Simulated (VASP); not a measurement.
# NaH (Pm-3m) in VASP: single point with r2SCAN

Aim: the single point of NaH with r2SCAN.

All numbers are computed with VASP 6.6.1; they aren't measurements. Logs are shortened: lines on timing, memory, paths and dates and some standing lists are left out, and cuts for length are marked.

### Step 1. Starting point

Symmetry: Pm-3m, No. 221, cubic system. The conventional cell has a = 2.955 Å, b = 2.955 Å, c = 2.955 Å, α = 90.00°, β = 90.00°, γ = 90.00°. Around Na (site symmetry m-3m) lie 8 H at 2.56 Å. H (site symmetry m-3m) has 8 Na at 2.56 Å as nearest neighbours.

The cell comes from a database or a generator and needn't be the stable form of this composition.

### Step 2. Single point, r2SCAN

POSCAR

```
NaH
1.0
    2.9551240000      0.0000000000      0.0000000000
    0.0000000000      2.9551240000      0.0000000000
    0.0000000000      0.0000000000      2.9551240000
Na H
1 1
Direct
    0.0000000000      0.0000000000      0.0000000000
    0.5000000000      0.5000000000      0.5000000000
```

INCAR.step1

```
PREC = Accurate
ENCUT = 520
ISMEAR = 0
SIGMA = 0.05
LREAL = False
LASPH = True
NELM = 60
NBANDS = 11
GGA = PE
ALGO = Normal
EDIFF = 1E-4
LWAVE = True
LCHARG = False
```

INCAR.step2

```
PREC = Accurate
ENCUT = 520
EDIFF = 1E-6
ISMEAR = 0
SIGMA = 0.05
LREAL = False
LASPH = True
NELM = 60
ALGO = Normal
ISIF = 2
LWAVE = False
LCHARG = False
METAGGA = R2SCAN
LMIXTAU = True
NBANDS = 11
ISTART = 1
```

KPOINTS

```
regular mesh
0
Gamma
  10 10 10
```

Potentials or basis: VASP PAW PBE potentials, release 64 (Na_pv, H).

Run with:

```
cat potpaw_PBE.64/Na_pv/POTCAR potpaw_PBE.64/H/POTCAR > POTCAR
cp INCAR.step1 INCAR
mpirun -np 1 vasp_std > vasp.out
cp INCAR.step2 INCAR
mpirun -np 1 vasp_std > vasp.out
```

OUTCAR:

```text
PREC = Accurate
   ENCUT = 520
   EDIFF = 1E-6
   ISMEAR = 0
   LREAL = False
   LASPH = True
   NELM = 60
   ISIF = 2
   METAGGA = R2SCAN
   ISTART = 1

 ion  position               nearest neighbor table
   1  0.000  0.000  0.000-
   2  0.500  0.500  0.500-

  LATTYP: Found a simple cubic cell.
 ALAT       =     2.9551240000

  Lattice vectors:

 A1 = (   2.9551240000,   0.0000000000,   0.0000000000)
 A2 = (   0.0000000000,   2.9551240000,   0.0000000000)
 A3 = (   0.0000000000,   0.0000000000,   2.9551240000)

Analysis of symmetry for initial positions (statically):
=====================================================================
 Subroutine PRICEL returns:
 Original cell was already a primitive cell.

 Routine SETGRP: Setting up the symmetry group for a
 simple cubic supercell.

 Subroutine GETGRP returns: Found 48 space group operations
 (whereof 48 operations were pure point group operations)
 out of a pool of 48 trial point group operations.

The static configuration has the point symmetry O_h .

Analysis of symmetry for dynamics (positions and initial velocities):
=====================================================================
 Subroutine PRICEL returns:
 Original cell was already a primitive cell.

 Routine SETGRP: Setting up the symmetry group for a
 simple cubic supercell.

 Subroutine GETGRP returns: Found 48 space group operations
 (whereof 48 operations were pure point group operations)
 out of a pool of 48 trial point group operations.

The dynamic configuration has the point symmetry O_h .

 Subroutine INISYM returns: Found 48 space group operations
 (whereof 48 operations are pure point group operations),
 and found     1 'primitive' translations

----------------------------------------------------------------------------------------

                                     Primitive cell

  volume of cell :      25.8064

  direct lattice vectors                    reciprocal lattice vectors
     2.955124000  0.000000000  0.000000000     0.338395275  0.000000000  0.000000000
     0.000000000  2.955124000  0.000000000     0.000000000  0.338395275  0.000000000
     0.000000000  0.000000000  2.955124000     0.000000000  0.000000000  0.338395275

  length of vectors
     2.955124000  2.955124000  2.955124000     0.338395275  0.338395275  0.338395275

  position of ions in fractional coordinates (direct lattice)
     0.000000000  0.000000000  0.000000000
     0.500000000  0.500000000  0.500000000

  ion indices of the primitive-cell ions
   primitive index   ion index
                 1           1
                 2           2

----------------------------------------------------------------------------------------

 KPOINTS: regular mesh

Automatic generation of k-mesh.
 Grid dimensions read from file:
 generate k-points for:   10   10   10

 Generating k-lattice:

  Cartesian coordinates                     Fractional coordinates (reciprocal lattice)
     0.033839528  0.000000000  0.000000000     0.100000000  0.000000000  0.000000000
     0.000000000  0.033839528  0.000000000     0.000000000  0.100000000  0.000000000
     0.000000000  0.000000000  0.033839528     0.000000000  0.000000000  0.100000000

  Length of vectors
     0.033839528  0.033839528  0.033839528

  Shift w.r.t. Gamma in fractional coordinates (k-lattice)
     0.000000000  0.000000000  0.000000000

 Subroutine IBZKPT returns following result:
 ===========================================

 Found     56 irreducible k-points:

 Following reciprocal coordinates:
            Coordinates               Weight
  0.000000  0.000000  0.000000      1.000000
  0.100000  0.000000  0.000000      6.000000
  0.200000  0.000000  0.000000      6.000000
  0.300000  0.000000  0.000000      6.000000
  0.400000  0.000000  0.000000      6.000000
  0.500000  0.000000  0.000000      3.000000
[... 16 lines left out ...]
  0.200000  0.100000  0.100000     24.000000
  0.300000  0.100000  0.100000     24.000000
 [... further k-points ...]
   k-points           NKPTS =     56   k-points in BZ     NKDIM =     56   number of bands    NBANDS=     11
   number of dos      NEDOS =    301   number of ions     NIONS =      2
   total plane-waves  NPLWV =  13824
   dimension x,y,z NGX =    24 NGY =   24 NGZ =   24
   dimension x,y,z NGXF=    48 NGYF=   48 NGZF=   48
   ions per type =               1   1
   NGX,Y,Z   is equivalent  to a cutoff of  13.50, 13.50, 13.50 a.u.
   NGXF,Y,Z  is equivalent  to a cutoff of  27.00, 27.00, 27.00 a.u.
 SYSTEM =  unknown system
   PREC   = accura    normal or accurate (medium, high low for compatibility)
   ISTART =      1    job   : 0-new  1-cont  2-samecut
   ICHARG =      0    charge: 1-file 2-atom 10-const
   ISPIN  =      1    spin polarized calculation?
   LNONCOLLINEAR =      F non collinear calculations
   LSORBIT =      F    spin-orbit coupling
   LASPH  =      T    aspherical Exc in radial PAW
   ENCUT  =  520.0 eV  38.22 Ry    6.18 a.u.   5.49  5.49  5.49*2*pi/ulx,y,z
   NELM   =     60;   NELMIN=  2; NELMDL=  0     # of ELM steps
   EDIFF  = 0.1E-05   stopping-criterion for ELM
   LREAL  =      F    real-space projection
   EDIFFG = 0.1E-04   stopping-criterion for IOM
   NSW    =      0    number of steps for IOM
   IBRION =     -1    ionic relax: 0-MD 1-quasi-New 2-CG
   NFREE  =      0    steps in history (QN), initial steepest desc. (CG)
   ISIF   =      2    stress and relaxation
   ISYM   =      2    0-nonsym 1-usesym 2-fastsym
   POTIM  = 0.5000    time-step for ionic-motion
   TEBEG  =    0.0;   TEEND  =   0.0 temperature during run
   PSTRESS=    0.0 pullay stress
   NELECT =       8.0000    total number of electrons
   NUPDOWN=      -1.0000    fix difference up-down
   EMIN   =  10.00;   EMAX   =-10.00  energy-range for DOS
   EFERMI =   0.00;   METHOD = LEGACY
   ISMEAR =     0;   SIGMA  =   0.05  broadening in eV -4-tet -1-fermi 0-gaus
   EFERMI_NEDOS =   21; number of points for ismear=-14 and -15
   IALGO  =     38    algorithm
   IMIX   =      4    mixing-type and parameters
     AMIX     =   0.40;   BMIX     =  1.00
     AMIX_MAG =   1.60;   BMIX_MAG =  1.00
  volume/ion in A,a.u.               =      12.90        87.08
  Fermi-wavevector in a.u.,A,eV,Ry     =   1.107973  2.093765 16.702564  1.227604
  Thomas-Fermi vector in A             =   2.244494
   LORBIT       =      0    0 simple, 1 ext, 2 COOP (PROOUT), +10 PAW based schemes
   METAGGA = R2SCAN    functional components
   LHFCALC =     F    Hartree Fock is set to
   AEXX    =    0.0000 exact exchange contribution
   IVDW    =     0    specifies the selected vdW correction
   LEPSILON=     F    determine dielectric tensor
   LRPA    =     F    only Hartree local field effects (RPA)
 non-spin polarized calculation
 Gauss-broadening in eV      SIGMA  =   0.05
  energy-cutoff  :      520.00
  volume of cell :       25.81
 maximum number of plane-waves:       739
 NGX is ok and might be reduce to    24
   NGX = 11   NGY = 11   NGZ = 11

 number of electron       8.0000007 magnetization

 Free energy of the ion-electron system (eV)
  ---------------------------------------------------
  ext. energy  EPLUGINS =         0.00000000
  ---------------------------------------------------
  free energy    TOTEN  =        -7.29203316 eV

  energy without entropy =       -7.29203316  energy(sigma->0) =       -7.29203316

 E-fermi :   1.3189     XC(G=0):  -8.5616

 val. band max:        1.0577346101   @ k =   0.5000   0.5000   0.5000
 cond. band min:       2.6628305028   @ k =   0.5000   0.0000   0.0000
 fundamental gap:      1.6050958927
 Fermi energy:         1.3189320815

 k-point     1 :       0.0000    0.0000    0.0000
  band No.  band energies     occupation
      1     -24.4222      2.00000
      2     -24.4222      2.00000
      3     -24.4222      2.00000
      4      -4.9004      2.00000
      5      10.7431      0.00000
      6      12.6446      0.00000
      7      12.6446      0.00000
      8      14.3448      0.00000
      9      14.3448      0.00000
     10      14.3448      0.00000
     11      27.5848      0.00000

 k-point     2 :       0.1000    0.0000    0.0000
  band No.  band energies     occupation
      1     -24.4383      2.00000
      2     -24.4208      2.00000
      3     -24.4208      2.00000
      4      -4.7423      2.00000
      5       9.6448      0.00000
      6      11.7934      0.00000
      7      12.8129      0.00000
      8      14.4581      0.00000
      9      14.4581      0.00000
     10      16.6794      0.00000
     11      26.2056      0.00000

 k-point     3 :       0.2000    0.0000    0.0000
  band No.  band energies     occupation
      1     -24.4801      2.00000
      2     -24.4171      2.00000
      3     -24.4171      2.00000
      4      -4.2844      2.00000
      5       7.2638      0.00000
      6      11.9621      0.00000
      7      13.3130      0.00000
      8      14.7882      0.00000
      9      14.7882      0.00000
     10      20.0038      0.00000
     11      24.1020      0.00000

 k-point     4 :       0.3000    0.0000    0.0000
  band No.  band energies     occupation
      1     -24.5314      2.00000
      2     -24.4126      2.00000
      3     -24.4126      2.00000
      4      -3.5877      2.00000
      5       5.0524      0.00000
      6      12.4056      0.00000
      7      14.1235      0.00000
      8      15.2962      0.00000
      9      15.2962      0.00000
     10      21.7331      0.00000
     11      22.2244      0.00000

 k-point     5 :       0.4000    0.0000    0.0000
  band No.  band energies     occupation
      1     -24.5726      2.00000
      2     -24.4089      2.00000
      3     -24.4089      2.00000
      4      -2.8235      2.00000
      5       3.3622      0.00000
      6      12.8265      0.00000
      7      15.1533      0.00000
      8      15.8593      0.00000
      9      15.8593      0.00000
     10      19.6487      0.00000
     11      20.8216      0.00000
[... 211 lines left out ...]
 k-point    21 :       0.5000    0.5000    0.0000
  band No.  band energies     occupation
      1     -24.5594      2.00000
      2     -24.5594      2.00000
      3     -24.3939      2.00000
      4      -0.7580      2.00000
      5       5.8722      0.00000
      6       5.8722      0.00000
      7       8.8084      0.00000
      8      16.7179      0.00000
      9      20.4779      0.00000
     10      20.4779      0.00000
     11      20.7314      0.00000

 k-point    22 :       0.1000    0.1000    0.1000
  band No.  band energies     occupation
      1     -24.4381      2.00000
      2     -24.4338      2.00000
      3     -24.4338      2.00000
      4      -4.4321      2.00000
      5       9.2310      0.00000
      6      10.7602      0.00000
      7      10.7602      0.00000
      8      16.3655      0.00000
      9      17.0950      0.00000
     10      17.0950      0.00000
     11      23.9252      0.00000

 k-point    23 :       0.2000    0.1000    0.1000
  band No.  band energies     occupation
      1     -24.4766      2.00000
      2     -24.4323      2.00000
      3     -24.4299      2.00000
      4      -3.9856      2.00000
      5       7.4922      0.00000
      6      10.3426      0.00000
      7      11.2156      0.00000
      8      16.8056      0.00000
      9      17.2737      0.00000
     10      20.0877      0.00000
     11      21.6719      0.00000

 k-point    24 :       0.3000    0.1000    0.1000
  band No.  band energies     occupation
      1     -24.5270      2.00000
      2     -24.4273      2.00000
      3     -24.4251      2.00000
      4      -3.3083      2.00000
      5       5.3545      0.00000
      6      10.8081      0.00000
      7      11.9667      0.00000
      8      17.0445      0.00000
      9      17.2147      0.00000
     10      20.3596      0.00000
     11      20.6828      0.00000

 [... further k-points ...]

------------------------ aborting loop because EDIFF is reached ----------------------------------------

  FORCE on cell =-STRESS in cart. coord.  units (eV):
  Direction    XX          YY          ZZ          XY          YZ          ZX
  --------------------------------------------------------------------------------------
  -------------------------------------------------------------------------------------
  Total       -0.1464867     -0.1464867     -0.1464867      0.0000000      0.0000000      0.0000000
  in kB       -9.0945615     -9.0945615     -9.0945615      0.0000000      0.0000000      0.0000000
  external PRESSURE =      -9.0945615 kB  Pullay stress =       0.0000000 kB

 VOLUME and BASIS-vectors are now :
 -----------------------------------------------------------------------------
  energy-cutoff  :      520.00
  volume of cell :       25.81
      direct lattice vectors                 reciprocal lattice vectors
     2.955124000  0.000000000  0.000000000     0.338395275  0.000000000  0.000000000
     0.000000000  2.955124000  0.000000000     0.000000000  0.338395275  0.000000000
     0.000000000  0.000000000  2.955124000     0.000000000  0.000000000  0.338395275

 POSITION                                       TOTAL-FORCE (eV/Angst)
 -----------------------------------------------------------------------------------
      0.00000      0.00000      0.00000         0.000000      0.000000      0.000000
      1.47756      1.47756      1.47756         0.000000      0.000000      0.000000
 -----------------------------------------------------------------------------------
    total drift:                                0.000000      0.000000     -0.000000

  FREE ENERGIE OF THE ION-ELECTRON SYSTEM (eV)
  ---------------------------------------------------
  free  energy   TOTEN  =        -7.2920331611 eV

  energy  without entropy=       -7.2920331611  energy(sigma->0) =       -7.29203316
```

Wall time 28 s (1 thread of AMD EPYC 9R45 (Zen 5), shared host); peak memory 0.11 GiB.

What came out:

* Free energy: -7.2920 eV
* Pressure: -0.9 GPa
* Band gap on the k mesh: 1.61 eV, indirect (least direct gap 5.10 eV)

Caveat: the PAW data sets were made with another functional, which shifts forces and pressure a little. A k mesh can miss the band edges.
